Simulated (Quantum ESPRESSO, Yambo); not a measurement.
# MoS2 (P6_3/mmc): Bethe-Salpeter spectra with Yambo, part 2 of 4

Aim: the absorption spectrum of MoS2 (P6_3/mmc) with electron-hole interaction, and what each part of the kernel does.

Quantum ESPRESSO 7.5 and Yambo 5.3.0; PBE and many-body steps on it, plane waves. Known limits of the many-body steps: not at the basis limit; no spin-orbit coupling; coarse k mesh; bindings not settled in the k mesh.

So far. Step 4 (Screening and self-energy, 3×3×1 mesh, 112 bands …): The gap on the mesh goes from 1.05 eV to 1.74 eV, a correction of +0.69 eV. Step 5 (Empty states on the mesh, 3×3×1 mesh, 51 bands): On this mesh the gap is 1.052 eV.

The database entry behind the starting cell differs from later determinations by our own check (about 0.3 % long), so it need not match the best structure at ambient conditions.

## 7. Excitons

Light makes an electron and a hole together. The Bethe-Salpeter equation adds their screened attraction and their exchange, in a window of bands around the gap.

This step: Bethe-Salpeter equation on PBE with a scissors shift, plane waves, norm-conserving pseudopotentials.

The input, bse3.in:

```
optics
bss
bse
em1s
dipoles
rim_cut
RandQpts= 1000000
RandGvec= 1 RL
Chimod= "HARTREE"
BSKmod= "SEX"
BSEmod= "resonant"
BSSmod= "d"
BSENGexx= 20 Ry
BSENGBlk= 4 Ry
% BSEQptR
 1 | 1 |
%
% BSEBands
 21 | 33 |
%
% BEnRange
 0 | 5 | eV
%
% BDmRange
 0.1 | 0.1 | eV
%
BEnSteps= 101
% BLongDir
 1 | 0 | 0 |
%
% BndsRnXs
 9 | 51 |
%
NGsBlkXs= 4 Ry
% LongDrXs
 1 | 1 | 1 |
%
% KfnQP_E
 0.65 | 1.0 | 1.0 |
%
WRbsWF
FFTGvecs= 32 Ry
```

The run is started by

```bash
> OMP_NUM_THREADS=2 mpirun -n 4 yambo -F bse3.in -J bse3 -C bse3 > bse3.log
```

The log of the run:

```text
 Yambo, version 5.3.0

 [02] CORE Variables Setup
 =========================

  [... cell, symmetries and grids as in the set-up ...]

  [02.05] Energies & Occupations
  ==============================

  [X] === General ===
  [X] Electronic Temperature                        :  0.000000  0.000000 [eV K]
  [X] Bosonic    Temperature                        :  0.000000  0.000000 [eV K]
  [X] Finite Temperature mode                       : no
  [X] El. density                                   :  0.48515E+24 [cm-3]
  [X] Fermi Level                                   :  10.99216 [eV]

  [X] === Gaps and Widths ===
  [X] Conduction Band Min                           :  1.051771 [eV]
  [X] Valence Band Max                              :  0.000000 [eV]
  [X] Filled Bands                                  :  26
  [X] Empty Bands                                   :   27   51
  [X] Direct Gap                                    :  1.653897 [eV]
  [X] Direct Gap localized at k                     :  3
  [X] Indirect Gap                                  :  1.051771 [eV]
  [X] Indirect Gap between kpts                     :  1  3
  [X] Last valence band width                       :  1.539690 [eV]
  [X] 1st conduction band width                     :  1.047879 [eV]

 [03] Transferred momenta grid and indexing
 ==========================================

 [BZ sampling] Q-grid is User defined and/or read from the database

 IBZ Q-points                                      :  3
 BZ  Q-points                                      :   9

 K/Q-points units:
 rlu = crystal or reduced units; cc = cartesian coordinates; iku = interal k-units

 Q [1]          [rlu]:  0.000000  0.000000  0.000000
 Q [2]          [rlu]: -0.79644E-17  0.33333       0.0000
 Q [3]          [rlu]:  0.333333  0.333333  0.000000

  [03.01] X + BSE indexes
  =======================

   [03.01.01] Sigma indexes
   ========================

 [04] Coloumb potential Random Integration (RIM)
 ===============================================

  [04.01] RIM initialization
  ==========================

  * Diagonal components only detected *

  8 x (sBL volume)        :  0.304834 [a.u.]
  sBZ random points       :  1000000
  Points outside the sBZ  :   7993074
  RL volume               :  0.342938 [a.u.]
  Integrated volume       :  0.343236 [a.u.]

  [04.02] RIM integrals
  =====================

  Gamma point sphere radius             :  0.122078 [a.u.]
  Points outside the sphere             :   799724
  [Int_sBZ(q=0) 1/q^2]*(Vol_sBZ)^(-1/3) =:  7.615907
                                 should be <:  7.795600

  Summary of Coulomb integrals for non-metallic bands |Q|[au] RIM/Bare

  Q [1] 0.100000E-4 0.976949 * Q [2] 0.403838 1.108297
  Q [3] 0.699467 1.036392

 [WARNING] [BS] User bands 21-33 break level degeneracy

 [05] External/Internal QP corrections
 =====================================

 [QP_apply] Action to be applied: USER defined scissor

  [05.01]  QP corrections report
  ==============================

  [K+QP] === General ===
  [K+QP] Electronic Temperature                     :  0.000000  0.000000 [eV K]
  [K+QP] Bosonic    Temperature                     :  0.000000  0.000000 [eV K]
  [K+QP] Finite Temperature mode                    : no
  [K+QP] El. density                                :  0.48515E+24 [cm-3]
  [K+QP] Fermi Level                                :  0.000000 [eV]

  [K+QP] === Gaps and Widths ===
  [K+QP] Conduction Band Min                        :  1.701771 [eV]
  [K+QP] Valence Band Max                           :  0.000000 [eV]
  [K+QP] Filled Bands                               :  26
  [K+QP] Empty Bands                                :   27   51
  [K+QP] Direct Gap                                 :  2.303897 [eV]
  [K+QP] Direct Gap localized at k                  :  3
  [K+QP] Indirect Gap                               :  1.701771 [eV]
  [K+QP] Indirect Gap between kpts                  :  1  3
[...]
io_Double_Grid :      0.0001s P3 ( 2 calls,   0.038 msec avg) [MAX]      0.0001s P1 ( 2 calls,   0.029 msec avg) [min]
                         IO_and_Messaging_switch :      0.0001s P1 (42 calls,   0.002 msec avg) [MAX]      0.0001s P3 (36 calls,   0.002 msec avg) [min]
                                       X (REDUX) :      0.0025s P2 ( 3 calls,   0.839 msec avg) [MAX]      0.0001s P1 ( 3 calls,   0.032 msec avg) [min]
                                    scatter_Gamp :      0.0001s P1 ( 3 calls,   0.044 msec avg) [MAX]      0.0001s P3 ( 3 calls,   0.032 msec avg) [min]
                              BSE matrix filling :      0.0006s P1 [MAX]      0.0001s P4 [min]
                          BSE components folding :      0.0002s P2 [MAX]      0.0002s P4 [min]
                                    PP_uspp_init :      0.0003s P1 (11 calls,   0.028 msec avg) [MAX]      0.0002s P4 ( 8 calls,   0.024 msec avg) [min]
                                      Xo (REDUX) :      0.0139s P3 ( 3 calls,   4.638 msec avg) [MAX]      0.0008s P1 ( 3 calls,   0.253 msec avg) [min]
                                   X (procedure) :      0.0035s P1 ( 3 calls,   1.165 msec avg) [MAX]      0.0010s P3 ( 3 calls,   0.344 msec avg) [min]
                               SERIAL_lin_system :      0.0020s P1 ( 3 calls,   0.677 msec avg)
                                  eval_G_minus_G :      0.0024s P3 [MAX]      0.0023s P4 [min]
                              BSE matrix (REDUX) :      0.0029s P4 [MAX]      0.0024s P1 [min]
                                     K_WF_phases :      0.1257s P4 [MAX]      0.0037s P1 [min]
                                     BSE dipoles :      0.0049s P4 [MAX]      0.0048s P2 [min]
                                           io_BS :      0.0063s P1 (14 calls,   0.447 msec avg) [MAX]      0.0050s P4 ( 9 calls,   0.560 msec avg) [min]
                                        io_QINDX :      0.0112s P1 ( 5 calls,   2.235 msec avg) [MAX]      0.0052s P3 ( 3 calls,   1.738 msec avg) [min]
                                 bz_samp_indexes :      0.0076s P2 [MAX]      0.0075s P1 [min]
                                      T_space IP :      0.0082s P1 [MAX]      0.0081s P2 [min]
                                            io_X :      0.0200s P1 (15 calls,   1.331 msec avg) [MAX]      0.0081s P4 (15 calls,   0.539 msec avg) [min]
                                     io_KB_pwscf :      0.0088s P3 ( 5 calls,   1.757 msec avg) [MAX]      0.0083s P4 ( 5 calls,   1.660 msec avg) [min]
                                      io_DIPOLES :      0.0148s P1 (13 calls,   1.140 msec avg) [MAX]      0.0090s P4 ( 9 calls,   1.004 msec avg) [min]
                               T_space CORR Osc. :      0.0922s P1 ( 8 calls,  11.521 msec avg) [MAX]      0.0119s P4 ( 3 calls,   3.969 msec avg) [min]
                                       FFT_setup :      0.0216s P1 (11 calls,   1.967 msec avg) [MAX]      0.0163s P3 ( 8 calls,   2.037 msec avg) [min]
                            X T_space Kernel sum :      0.2568s P1 (16 calls,  16.052 msec avg) [MAX]      0.0171s P4 ( 6 calls,   2.849 msec avg) [min]
                                         io_GROT :      0.0187s P4 ( 2 calls,   9.356 msec avg) [MAX]      0.0180s P3 ( 2 calls,   9.022 msec avg) [min]
                                     io_fragment :      0.0319s P1 (33 calls,   0.966 msec avg) [MAX]      0.0234s P4 (22 calls,   1.062 msec avg) [min]
                                T_space EXX Osc. :      0.0563s P1 ( 6 calls,   9.392 msec avg) [MAX]      0.0277s P4 ( 3 calls,   9.226 msec avg) [min]
                                           io_WF :      0.0483s P1 (38 calls,   1.270 msec avg) [MAX]      0.0352s P4 (28 calls,   1.258 msec avg) [min]
                                     WF_load_FFT :      0.0484s P1 (11 calls,   4.398 msec avg) [MAX]      0.0353s P4 ( 8 calls,   4.407 msec avg) [min]
                                  Xo (procedure) :      0.1095s P2 ( 3 calls,  36.496 msec avg) [MAX]      0.0980s P3 ( 3 calls,  32.651 msec avg) [min]
                SERIAL_HERMITIAN_diagonalization :      0.1670s P2 [MAX]      0.1658s P3 [min]
                                  LINEAR ALGEBRA :      0.1689s P1 ( 4 calls,  42.226 msec avg) [MAX]      0.1658s P3 [min]
                                    Diago Solver :      0.1862s P1 [MAX]      0.1801s P2 [min]
                                X T_space Kernel :      0.4311s P1 [MAX]      0.2001s P4 [min]
                                  DIPOLE_g_space :      0.2988s P2 [MAX]      0.2869s P3 [min]
                                             RIM :      0.4758s P2 [MAX]      0.4756s P3 [min]
                                         Dipoles :      1.3102s P1 [MAX]      1.3101s P2 [min]

 [11] Game Over & Game summary
```

Wall time 3.4 s (4 MPI ranks of Arm Neoverse V2, shared host); peak memory 0.98 GiB.

Numbers from this step:

```
transitions in the window                                      : 378
direct gap of the transition levels                            : 2.304 eV
lowest state                                                   : 1.878 eV
first strong exciton (over a fiftieth of the strongest listed) : 1.878 eV
binding of the lowest state below the direct gap               : 0.4261 eV
Coulomb term of one mesh cell                                  : 0.2885 eV
```

The binding is 1.5 times the screened Coulomb term of one mesh cell (0.29 eV), so it is not shown settled.

The lowest state lies at 1.878 eV, 0.426 eV under the direct gap.

Lines within 3 meV are set at the lowest of them, and the highest group, which the list may cut short, is left out. Exciton lines, with heights relative to the strongest:

```csv
position (eV),lines merged,"strength, relative"
1.878,2,34
1.887,2,100
2.433,4,1.1
2.446,2,0.0
2.473,2,0.3
2.638,1,14
2.679,1,17
2.794,2,0.0
2.844,1,0.0
2.939,1,0.0
3.058,1,0.0
3.219,1,0.0
3.245,1,0.0
3.275,2,0.0
```

The ε₂ has structure finer than the step of the table below, so its rows give means over 0.2 eV, whole bins alone (the curve runs from 0 to 5 eV). Peaks (eV: height): BSE 1.90: 64.1, 2.65: 16.5, 3.70: 41.2; no electron-hole interaction 2.30: 48.0, 3.90: 39.9, 4.25: 29.6, 4.90: 16.6.

Field along x; broadening 0.1 eV; transition window only. Limits: finite bands, cutoff and mesh; no spin-orbit coupling; coarse k mesh; exciton not shown settled in the k mesh. ε₂ against photon energy; means over each step:

```csv
photon energy (eV),BSE,no electron-hole interaction
0.2,0.346,0.234
0.4,0.428,0.275
0.6,0.547,0.331
0.8,0.731,0.407
1.0,1.04,0.515
1.2,1.64,0.679
1.4,3.09,0.948
1.6,8.36,1.44
1.8,40.0,2.54
2.0,32.9,6.04
2.2,7.90,25.9
2.4,5.90,44.4
2.6,12.6,19.6
2.8,8.75,10.6
3.0,5.88,9.51
3.2,15.6,3.88
3.4,35.7,4.00
3.6,35.4,8.81
3.8,24.4,29.7
4.0,7.58,29.8
4.2,5.90,26.0
4.4,6.32,13.0
4.6,7.80,6.01
4.8,3.94,12.5
```

The program warns that the window of bands cuts a degenerate level, which breaks the symmetry of states and spectrum.

## 8. Triplet (no exchange term)

bse4.in, as its differences from bse3.in of step 7:

```diff
@@ -12,3 +12,3 @@
 BSSmod= "d"
-BSENGexx= 20 Ry
+BSENGexx= 1 RL
 BSENGBlk= 4 Ry
```

The run is started by

```bash
> OMP_NUM_THREADS=2 mpirun -n 4 yambo -F bse4.in -J bse4,bse3_W -C bse4 > bse4.log
```

The log of the run:

```text
 Yambo, version 5.3.0

 [02] CORE Variables Setup
 =========================

  [... cell, symmetries and grids as in the set-up ...]

  [02.05] Energies & Occupations
  ==============================

  [X] === General ===
  [X] Electronic Temperature                        :  0.000000  0.000000 [eV K]
  [X] Bosonic    Temperature                        :  0.000000  0.000000 [eV K]
  [X] Finite Temperature mode                       : no
  [X] El. density                                   :  0.48515E+24 [cm-3]
  [X] Fermi Level                                   :  10.99216 [eV]

  [X] === Gaps and Widths ===
  [X] Conduction Band Min                           :  1.051771 [eV]
  [X] Valence Band Max                              :  0.000000 [eV]
  [X] Filled Bands                                  :  26
  [X] Empty Bands                                   :   27   51
  [X] Direct Gap                                    :  1.653897 [eV]
  [X] Direct Gap localized at k                     :  3
  [X] Indirect Gap                                  :  1.051771 [eV]
  [X] Indirect Gap between kpts                     :  1  3
  [X] Last valence band width                       :  1.539690 [eV]
  [X] 1st conduction band width                     :  1.047879 [eV]

 [03] Transferred momenta grid and indexing
 ==========================================

 IBZ Q-points                                      :  3
 BZ  Q-points                                      :   9

 K/Q-points units:
 rlu = crystal or reduced units; cc = cartesian coordinates; iku = interal k-units

 Q [1]          [rlu]:  0.000000  0.000000  0.000000
 Q [2]          [rlu]: -0.79644E-17  0.33333       0.0000
 Q [3]          [rlu]:  0.333333  0.333333  0.000000

[...]
BSE dipoles :      0.0046s P2 [MAX]      0.0046s P3 [min]
                                 io_BS :      0.0062s P1 (14 calls,   0.444 msec avg) [MAX]      0.0047s P4 ( 9 calls,   0.518 msec avg) [min]
                            io_DIPOLES :      0.0072s P1 ( 5 calls,   1.436 msec avg) [MAX]      0.0064s P4 ( 4 calls,   1.599 msec avg) [min]
                            T_space IP :      0.0081s P3 [MAX]      0.0080s P2 [min]
                             FFT_setup :      0.0136s P1 ( 8 calls,   1.700 msec avg) [MAX]      0.0090s P3 ( 5 calls,   1.797 msec avg) [min]
                  X T_space Kernel sum :      0.1591s P1 (16 calls,   9.941 msec avg) [MAX]      0.0112s P4 ( 6 calls,   1.872 msec avg) [min]
                     T_space CORR Osc. :      0.0918s P1 ( 8 calls,  11.469 msec avg) [MAX]      0.0119s P3 ( 3 calls,   3.952 msec avg) [min]
                           io_fragment :      0.0191s P1 (19 calls,   1.006 msec avg) [MAX]      0.0131s P4 (14 calls,   0.939 msec avg) [min]
                               io_GROT :      0.0160s P3 ( 2 calls,   8.025 msec avg) [MAX]      0.0157s P4 ( 2 calls,   7.856 msec avg) [min]
                                 io_WF :      0.0272s P1 (24 calls,   1.132 msec avg) [MAX]      0.0162s P4 (14 calls,   1.155 msec avg) [min]
                           WF_load_FFT :      0.0277s P1 ( 7 calls,   3.962 msec avg) [MAX]      0.0163s P4 ( 4 calls,   4.071 msec avg) [min]
                                  io_X :      0.0181s P1 (14 calls,   1.293 msec avg) [MAX]      0.0178s P2 (14 calls,   1.272 msec avg) [min]
                      T_space EXX Osc. :      0.0470s P1 ( 6 calls,   7.837 msec avg) [MAX]      0.0249s P4 ( 3 calls,   8.316 msec avg) [min]
                      X T_space Kernel :      0.3293s P1 [MAX]      0.0995s P4 [min]
      SERIAL_HERMITIAN_diagonalization :      0.1703s P2 [MAX]      0.1687s P1 [min]
                        LINEAR ALGEBRA :      0.1703s P2 [MAX]      0.1687s P1 [min]
                          Diago Solver :      0.1898s P1 [MAX]      0.1839s P2 [min]

 [11] Game Over & Game summary
[key lines of the parts left out:]
Dipoles :      0.0028s P1 [MAX]      0.0028s P4 [min]
```

The job ended after 1.3 s (4 MPI ranks; peak memory 0.26 GiB; 5.5 s of CPU time).

The lowest triplet lies at 1.744 eV; without spin-orbit coupling triplets are dark, so no spectrum is read.

The program warns that the window of bands cuts a degenerate level, which breaks the symmetry of states and spectrum.

## 9. Empty states on the mesh, 6×6×2 mesh, 51 bands

This step: Quantum ESPRESSO 7.5; DFT, PBE, plane waves, norm-conserving pseudopotentials.

The input, pw.in:

```
&control
  calculation = 'nscf'
  prefix = 'x'
  outdir = 'o'
  pseudo_dir = 'pseudo'
/
&system
  ibrav = 0
  nat = 6
  ntyp = 2
  ecutwfc = 72.0
  nbnd = 51
  force_symmorphic = .true.
/
&electrons
  conv_thr = 1e-9
  electron_maxstep = 80
  diago_full_acc = .true.
  diago_thr_init = 5e-6
/
ATOMIC_SPECIES
  Mo 95.95 Mo.upf
  S 32.06 S.upf
CELL_PARAMETERS angstrom
  3.1690000000 -0.0000000000 0.0000000000
  -1.5845000000 2.7444345046 0.0000000000
  0.0000000000 0.0000000000 12.3240000000
ATOMIC_POSITIONS crystal
  Mo 0.3333333333 0.6666666667 0.2500000000
  Mo 0.6666666667 0.3333333333 0.7500000000
  S 0.3333333333 0.6666666667 0.6230000000
  S 0.6666666667 0.3333333333 0.1230000000
  S 0.3333333333 0.6666666667 0.8770000000
  S 0.6666666667 0.3333333333 0.3770000000
K_POINTS automatic
  6 6 2 0 0 0
```

The run is started by

```bash
> OMP_NUM_THREADS=1 mpirun -n 8 pw.x -nk 4 -in pw.in > pw.out
```

The log of the run:

```text
[banner, memory and clock lines left out]
Program PWSCF v.7.5 starts

     Atomic positions and unit cell read from directory:
     o/x.save/

     Message from routine setup:
     using ibrav=0 with symmetry is DISCOURAGED, use correct ibrav instead

     bravais-lattice index     =            0
     lattice parameter (alat)  =       5.9885  a.u.
     unit-cell volume          =     723.3082 (a.u.)^3
     number of atoms/cell      =            6
     number of atomic types    =            2
     number of electrons       =        52.00
[...]
23.3813  23.8451  25.8692

          k = 0.0000 0.0000-0.1286 (  7394 PWs)   bands (ev):

[...]
23.2443  23.2443  26.2112

          k = 0.0000 0.1925 0.0000 (  7442 PWs)   bands (ev):

[...]
13.6279  13.7656  18.0337  18.2485  19.5620  19.8875  20.1411  20.4954
    20.6979  21.0161  21.5889  22.0111  22.0886  22.2144  22.4926  22.7897
    23.5194  23.7953  24.5161

          k = 0.0000 0.1925-0.1286 (  7432 PWs)   bands (ev):

     [... further k-points ...]

     highest occupied, lowest unoccupied level (ev):    10.9922   11.8810

     XML data file, pseudopotentials, collected wavefunctions
```

Elapsed: 7.7 s, on 8 MPI ranks; peak memory 0.56 GiB.

Numbers from this step:

```yaml
gap: 0.8888 eV
k_of_the_valence_top: 0, 0, 0
k_of_the_conduction_bottom: 0.1667, 0.1667, 0
least_direct_gap: 1.654 eV
k_points_computed: 14
lowest_point_of_the_top_converged_band_above_the_valence_top: 12.89 eV
```

On this mesh the gap is 0.889 eV.

## 10. Conversion and set-up

This step: Yambo 5.3.0; conversion and set-up on PBE, plane waves, norm-conserving pseudopotentials.

The run is started by

```bash
> (cd o/x.save; p2y > p2y.log; mv SAVE ../..); yambo > setup.log
```

The log of the run:

```text
 Yambo, version 5.3.0

 [02] CORE Variables Setup
 =========================

  [02.01] Unit cells
  ==================

  Cell kind             :  HCP
  Atoms in the cell     :  Mo  S
  number of Mo atoms    :  2
  number of S  atoms    :   4

  List of atomic masses
  Mass of Mo    :  95.95000
  Mass of S     :  32.06000

  List of atomic coordinates    : [cc]
  Mo1       : -0.29943E-09   3.4575       5.8222      order 1
  Mo2       :   2.99427   1.72874  17.46674  order 2
  S1       : -0.29943E-09   3.4575       14.509      order 3
[...]
Q [ 1]         [rlu]:  0.000000  0.000000  0.000000
 Q [ 2]         [rlu]:  0.000000  0.000000 -0.500000
 Q [ 3]         [rlu]: -0.39822E-17  0.16667       0.0000
[...]
Q [ 8]         [rlu]:  0.11947E-16 -0.50000     -0.50000
 Q [ 9]         [rlu]:  0.166667  0.166667  0.000000
 Q [10]         [rlu]:  0.166667  0.166667 -0.500000
 Q [11]         [rlu]:  0.166667  0.333333  0.000000
 Q [12]         [rlu]:  0.166667  0.333333 -0.500000
 Q [13]         [rlu]:  0.333333  0.333333  0.000000
 Q [14]         [rlu]:  0.333333  0.333333 -0.500000

  [03.01] X indexes
  =================

   [03.01.01] Sigma indexes
   ========================

 [06] Game Over & Game summary
```

Elapsed: 2.5 s, on 1 MPI rank; peak memory 0.25 GiB.

(Continued in part 3 of 4.)

[Paths, hosts, dates, memory and timing lines, banners, echoed tables and standing remarks are left out of the program output.]

[Logs are printed without paths, hosts, clocks, repeated set-up lines and the standing remarks that a program may print on its own settings, such as how far it seeks lower states.]

[Runs of the session that timed out or met a known fault of the program may be left out.]

[Hosts, paths, dates, database ids (printed as entryN), source tags and the programs' standing remarks are cut or masked in the printed files.]
